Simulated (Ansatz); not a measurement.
Fe under changes of volume

One of the cells (12.019 Å³/atom); the others are scaled copies at fixed shape and fractional positions:

```
CELL_PARAMETERS angstrom
-1.44300 1.44300 1.44300
1.44300 -1.44300 1.44300
1.44300 1.44300 -1.44300
ATOMIC_POSITIONS crystal
Fe 0.00000 0.00000 0.00000
```

```yaml
Program: Ansatz 0.2.0
Functional: PBE
Potentials_or_basis: Ansatz PAW
Cutoff: "420 eV (not typed: the program's choice for these potentials)"
k_mesh: 13 × 13 × 13
Occupations: fermi-dirac, width 0.05 eV
Spin: collinear spin, ferromagnetic start
Starting_moments: "[3.0] μB"
```

```tsv
volume (Å³/atom)	energy over the lowest point (meV/atom)	pressure (GPa)	moment (μB per cell)
11.298	0.00	0.2	2.12
11.538	2.91	-3.8	2.15
11.778	11.42	-7.1	2.19
12.019	24.22	-9.5	2.25
12.259	40.07	-11.5	2.32
12.499	?	?	?
12.740	78.71	-13.4	2.51
```

Q: What does the run at 12.499 Å³/atom give?

A: Energy over the lowest point 58.78 meV/atom; pressure -13.0 GPa; moment 2.39 μB per cell.

Worked out: A Birch-Murnaghan fit of order 3 (a polynomial in V^(-2/3)) to the other rows has its minimum at 11.30 Å³/atom with B0 = V·E''(V) = 213 GPa (rough, since the energies scatter). It gives 58.52 meV/atom at 12.499 Å³/atom, against the run's 58.78, and -dE/dV = -12.9 GPa, against -13.0. A parabola through the other rows of the moment, of slope 0.392 μB per Å³/atom there, gives 2.41 μB, against the run's 2.39.

Energies are extrapolated to zero smearing.
